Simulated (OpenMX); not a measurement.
**CuO and the effect of the volume of the cell**

It takes space group P-6m2 (No. 187, hexagonal). The conventional cell has a = 2.836 Å, b = 2.836 Å, c = 2.768 Å, α = 90.00°, β = 90.00°, γ = 120.00°. Cu (site symmetry -6m2) has 6 O at 2.14 Å as nearest neighbours. Around O (site symmetry -6m2) lie 6 Cu at 2.14 Å.

Measurements of this composition are mostly on another form, of space group No. 15.

Kept alike: task band structure; functional PBE; k mesh 9 × 9 × 7; occupations fermi-dirac, width 0.05 eV; no spin polarisation. Program: OpenMX, OpenMX 2013 PBE set, Cu6.0H-s3p2d2, O6.0-s2p2d1, grid cutoff 500 Ry. The mesh is that of the run's cell of 2 atoms. No spin-orbit coupling.

| run | pressure (GPa) | free energy over the lowest row (meV/atom) |
| --- | --- | --- |
| A | 10.04 | 14.48 |
| B | 31.49 | 109.85 |
| C | -3.62 | 6.00 |
| D | 19.37 | 49.24 |
| E | -8.41 | 21.52 |
| F | 2.33 | 0.00 |

Pressure is positive in compression. The cell shown is the unstrained one; x, y and z are its Cartesian axes; atoms keep their fractions. For a metal such a mesh leaves the last digits unconverged.

The runs differ in the volume of the cell alone: 0.88; 0.92; 0.96; 1; 1.04; 1.08 times the cell shown. Which run is which?

Run A is 0.96 times the cell shown; run B is 0.88 times the cell shown; run C is 1.04 times the cell shown; run D is 0.92 times the cell shown; run E is 1.08 times the cell shown; run F is 1 times the cell shown. The pressure falls from 31.49 to -8.41 GPa between 0.88 and 1.08 times the cell shown. The free energy is lowest at 1, and 109.85 meV an atom higher at 0.88.

The pressure is still positive at the volume of lowest free energy and changes sign by the next larger one, so the equilibrium volume of this prismatic form probably lies slightly above that of the cell shown. The response is clearly anharmonic: compression to 0.92 costs 49.24 meV an atom, whereas expansion to 1.08 costs 21.52, and the pressure changes less with each step outward. Shortening the Cu–O contacts forces filled oxygen 2p and copper 3d shells into each other, and this Pauli repulsion rises steeply, while the ionic and covalent attraction that resists expansion varies more gently. The lattice therefore stiffens under compression and softens when stretched.

The minimum is one with respect to volume only. Divalent copper, with its d⁹ shell, normally favours four short, nearly square-planar bonds to oxygen, as in tenorite, and six equal contacts deny it that distortion. Because uniform scaling keeps both the axial ratio and the site symmetry, the curve cannot reveal whether the structure would resist shear or a displacement of the atoms.
